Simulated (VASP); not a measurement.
Level of theory: PBEsol GGA, VASP's PBE PAW potentials (set 64) (plane waves; VASP).

VASP ran on this input.

INCAR:
```
ISIF  =  3   ! ions, shape and volume
EDIFF  =  1E-6   ! SCF stop (eV)
LWAVE  =  .False.
IBRION  =  2
ALGO  =  Normal
GGA  =  PS
ENCUT  =  620   ! plane-wave cut-off (eV)
NELM  =  100   ! most electronic steps
PREC  =  Accurate
EDIFFG  =  -0.02   ! ionic stop
LCHARG  =  .False.
ISMEAR  =  0   ! Gaussian
LASPH  =  .True.
NSW  =  40   ! most ionic steps
SYSTEM  =  MgF2
SIGMA  =  0.05   ! width (eV)
LREAL  =  .False.   ! projection in real space or not
PSTRESS  =  100   ! kbar
```

**KPOINTS**
```
Automatic mesh
0
Gamma
5 5 7
0 0 0
```

### POSCAR
```
MgF2
1.0
  4.5509631177   0.0000000000   0.0000000000
  0.0000000000   4.5509631177   0.0000000000
  0.0000000000   0.0000000000   3.0122534092
Mg F
2 4
Cart
  0.0000000000   0.0000000000   0.0000000000
  2.2754815589   2.2754815589   1.5061267046
  1.3774427087   1.3774427087   0.0000000000
  3.6529242676   0.8980388501   1.5061267046
  0.8980388501   3.6529242676   1.5061267046
  3.1735204090   3.1735204090   0.0000000000
```

POTCAR, in this order: Mg F (PBE.64 set). Program: vasp_std.

Output

OSZICAR:
```
       N       E                     dE             d eps       ncg     rms          rms(c)
DAV:   1     0.228370512467E+03    0.22837E+03   -0.19932E+04   976   0.173E+03
DAV:   2    -0.239788790695E+02   -0.25235E+03   -0.24428E+03  1352   0.364E+02
DAV:   3    -0.346261849495E+02   -0.10647E+02   -0.10624E+02  1132   0.777E+01
DAV:   4    -0.346969758541E+02   -0.70791E-01   -0.70777E-01  1076   0.715E+00
DAV:   5    -0.346973826200E+02   -0.40677E-03   -0.40675E-03  1116   0.562E-01    0.904E+00
DAV:   6    -0.325425423634E+02    0.21548E+01   -0.88522E+00  1100   0.230E+01    0.293E+00
DAV:   7    -0.325412727710E+02    0.12696E-02   -0.91498E-02  1044   0.227E+00    0.183E+00
DAV:   8    -0.325574659128E+02   -0.16193E-01   -0.38152E-02  1084   0.246E+00    0.165E-01
DAV:   9    -0.325580377827E+02   -0.57187E-03   -0.28477E-03  1124   0.406E-01    0.698E-02
DAV:  10    -0.325582029269E+02   -0.16514E-03   -0.19329E-04  1048   0.121E-01    0.114E-02
DAV:  11    -0.325582036807E+02   -0.75374E-06   -0.18580E-05  1116   0.358E-02    0.545E-03
DAV:  12    -0.325582039332E+02   -0.25258E-06   -0.53204E-06  1080   0.188E-02
   1 F= -.28664279E+02 E0= -.28664279E+02  d E =-.286643E+02
       N       E                     dE             d eps       ncg     rms          rms(c)
DAV:   1    -0.331552153782E+02   -0.59701E+00   -0.13465E+01  1048   0.355E+01    0.699E+00
DAV:   2    -0.324266041508E+02    0.72861E+00   -0.31581E+00  1076   0.146E+01    0.959E-01
DAV:   3    -0.324164839210E+02    0.10120E-01   -0.29464E-02  1008   0.144E+00    0.450E-01
DAV:   4    -0.324117672077E+02    0.47167E-02   -0.37394E-03  1116   0.635E-01    0.539E-02
DAV:   5    -0.324117977414E+02   -0.30534E-04   -0.15797E-04  1072   0.997E-02    0.220E-02
DAV:   6    -0.324118028900E+02   -0.51485E-05   -0.31906E-06   940   0.159E-02    0.294E-03
DAV:   7    -0.324118030582E+02   -0.16824E-06   -0.11716E-06   612   0.899E-03
   2 F= -.28697554E+02 E0= -.28697554E+02  d E =-.332748E-01
       N       E                     dE             d eps       ncg     rms          rms(c)
DAV:   1    -0.324881643618E+02   -0.76361E-01   -0.63311E-01  1036   0.764E+00    0.151E+00
DAV:   2    -0.324539273993E+02    0.34237E-01   -0.14679E-01  1072   0.316E+00    0.202E-01
DAV:   3    -0.324534354408E+02    0.49196E-03   -0.12730E-03  1008   0.299E-01    0.917E-02
DAV:   4    -0.324532114004E+02    0.22404E-03   -0.18532E-04  1120   0.144E-01    0.118E-02
DAV:   5    -0.324532107093E+02    0.69107E-06   -0.10222E-05  1080   0.263E-02    0.476E-03
DAV:   6    -0.324532095797E+02    0.11296E-05   -0.38700E-07   588   0.548E-03    0.600E-04
DAV:   7    -0.324532095555E+02    0.24122E-07   -0.82777E-08   508   0.240E-03
   3 F= -.28700454E+02 E0= -.28700454E+02  d E =-.361746E-01
       N       E                     dE             d eps       ncg     rms          rms(c)
DAV:   1    -0.324524002390E+02    0.80934E-03   -0.30409E-01   960   0.515E+00    0.190E-01
DAV:   2    -0.324525907091E+02   -0.19047E-03   -0.62489E-03  1104   0.688E-01    0.102E-01
DAV:   3    -0.324524058504E+02    0.18486E-03   -0.13617E-04  1088   0.141E-01    0.339E-02
DAV:   4    -0.324523843729E+02    0.21478E-04   -0.53529E-05  1084   0.768E-02    0.564E-03
DAV:   5    -0.324523847205E+02   -0.34761E-06   -0.41988E-06  1012   0.171E-02
   4 F= -.28701140E+02 E0= -.28701140E+02  d E =-.686320E-03
```

File OUTCAR:
```
------------------------ aborting loop because EDIFF is reached ----------------------------------------
  FORCE on cell =-STRESS in cart. coord.  units (eV):
  Direction    XX          YY          ZZ          XY          YZ          ZX
  --------------------------------------------------------------------------------------
  Total        3.7252900      3.7252900      3.8150121      0.0000000      0.0000000      0.0000000
  in kB       99.3081074     99.3081074    101.6999004      0.0000000      0.0000000      0.0000000
  external PRESSURE =       0.1053717 kB  Pullay stress =     100.0000000 kB
  volume of cell :       60.10
      direct lattice vectors                 reciprocal lattice vectors
     4.490166500 -0.000000000  0.000000000     0.222708891  0.000000000  0.000000000
    -0.000000000  4.490166500  0.000000000     0.000000000  0.222708891  0.000000000
     0.000000000  0.000000000  2.980993840     0.000000000  0.000000000  0.335458593
 POSITION                                       TOTAL-FORCE (eV/Angst)
 -----------------------------------------------------------------------------------
     -0.00000      0.00000      2.98099         0.000000      0.000000      0.000000
      2.24508      2.24508      1.49050         0.000000      0.000000      0.000000
      1.35656      1.35656      2.98099        -0.005177     -0.005177     -0.000000
      3.60164      0.88853      1.49050        -0.005177      0.005177      0.000000
      0.88853      3.60164      1.49050         0.005177     -0.005177     -0.000000
      3.13361      3.13361      0.00000         0.005177      0.005177      0.000000
 -----------------------------------------------------------------------------------
    total drift:                                0.000000      0.000000      0.000000
  FREE ENERGIE OF THE ION-ELECTRON SYSTEM (eV)
  ---------------------------------------------------
  free  energy   TOTEN  =       -32.4523847205 eV

  energy  without entropy=      -32.4523847205  energy(sigma->0) =      -32.45238472
  enthalpy is  TOTEN    =       -28.7011400882 eV   P V=        3.7512446323

 reached required accuracy - stopping structural energy minimisation
```
(Selected blocks of OUTCAR.)

### CONTCAR
```
MgF2
   1.00000000000000
     4.4901665002892974   -0.0000000000000000    0.0000000000000000
    -0.0000000000000000    4.4901665002892974    0.0000000000000000
     0.0000000000000000    0.0000000000000000    2.9809938397488285
  Mg              F
     2     4
Direct
     0.0000000000000000    0.0000000000000000    1.0000000000000000
     0.5000000000000000    0.5000000000000000    0.5000000000000000
     0.3021174352430647    0.3021174352430647    1.0000000000000000
     0.8021174352430648    0.1978825647569352    0.5000000000000000
     0.1978825647569352    0.8021174352430648    0.5000000000000000
     0.6978825647569352    0.6978825647569352    0.0000000000000000
```

File OUTCAR:
```
 val. band max:       -0.7757479434   @ k =   0.0000   0.0000   0.0000

 cond. band min:       6.7206555573   @ k =   0.0000   0.0000   0.0000


 Fermi energy:        -0.5604183382

 k-point     1 :       0.0000    0.0000    0.0000
  band No.  band energies     occupation
      1     -21.7548      2.00000
      2     -20.7577      2.00000
      3     -20.7577      2.00000
      4     -20.6399      2.00000
      5      -5.2291      2.00000
      6      -3.6818      2.00000
      7      -3.0851      2.00000
      8      -3.0851      2.00000
      9      -2.8841      2.00000
     10      -2.8267      2.00000
     11      -2.1267      2.00000
     12      -2.1267      2.00000
     13      -1.5272      2.00000
     14      -1.1071      2.00000
     15      -1.1071      2.00000
     16      -0.7757      2.00000
     17       6.7207      0.00000
     18      11.8051      0.00000
     19      11.8051      0.00000
     20      13.1577      0.00000

 k-point     2 :       0.2000    0.0000    0.0000
  band No.  band energies     occupation
      1     -21.6760      2.00000
      2     -20.9016      2.00000
      3     -20.7363      2.00000
      4     -20.6094      2.00000
      5      -5.0674      2.00000
      6      -3.5858      2.00000
      7      -3.5620      2.00000
      8      -2.8687      2.00000
      9      -2.8173      2.00000
     10      -2.4673      2.00000
     11      -2.2054      2.00000
     12      -2.0715      2.00000
     13      -1.5863      2.00000
     14      -1.4945      2.00000
     15      -1.1435      2.00000
     16      -0.8859      2.00000
     17       7.2406      0.00000
     18      11.2231      0.00000
     19      12.0711      0.00000
     20      13.3196      0.00000

 k-point     3 :       0.4000    0.0000    0.0000
  band No.  band energies     occupation
      1     -21.4614      2.00000
      2     -21.1735      2.00000
      3     -20.6828      2.00000
      4     -20.6269      2.00000
      5      -4.6684      2.00000
...
```

Energy and stress use the plane-wave basis of the starting cell.

The compound is MgF2 in the rutile structure. This run relaxes it under an external pressure of 10 GPa. Symmetry was kept, so distortions that lower it aren't found.
